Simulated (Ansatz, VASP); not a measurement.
**NbC4: VASP beside Ansatz**

```
Nb C
1.0
     3.60223    0.00000    0.00000
     0.00000    3.60223    0.00000
     0.00000    0.00000    3.60223
Nb C
1 4
Direct
  0.00000 0.00000 0.00000
  0.34873 0.65127 0.65127
  0.65127 0.34873 0.65127
  0.65127 0.65127 0.34873
  0.34873 0.34873 0.34873
```

Change from the starting cell: species swapped into the SnI4 type (P-43m, No. 215).

Alike in both runs: functional PBE; k mesh 4 × 4 × 4; occupations gaussian, width 0.1 eV; no spin polarisation.

Ansatz relaxed the structure, and its values are those at the end. VASP's run is a single point on that final structure, the one shown.

|  | VASP | Ansatz |
| --- | --- | --- |
| version | VASP 6.6.1 | Ansatz 0.2.0 |
| potentials or method | VASP PAW PBE potentials, release 64 (Nb_sv, C) | scalar-relativistic, plane waves, PAW |
| plane-wave cutoff (eV) | 520 | 420 |
| valence electrons in the cell | 29 | 29 |

|  | VASP | Ansatz | Ansatz less VASP |
| --- | --- | --- | --- |
| gap on the k mesh at the Fermi level (eV) | none | none | - |
| pressure (GPa) | 0.1 | -0.2 | -0.28 |
| rms of the force components (eV/Å) | 0.072 | 0.006 | -0.0657 |

A gap of «none» marks a metal or a gap that the smearing closes.

Caveats: the k mesh is coarse (spacing up to 0.44 Å⁻¹), so the values aren't converged.
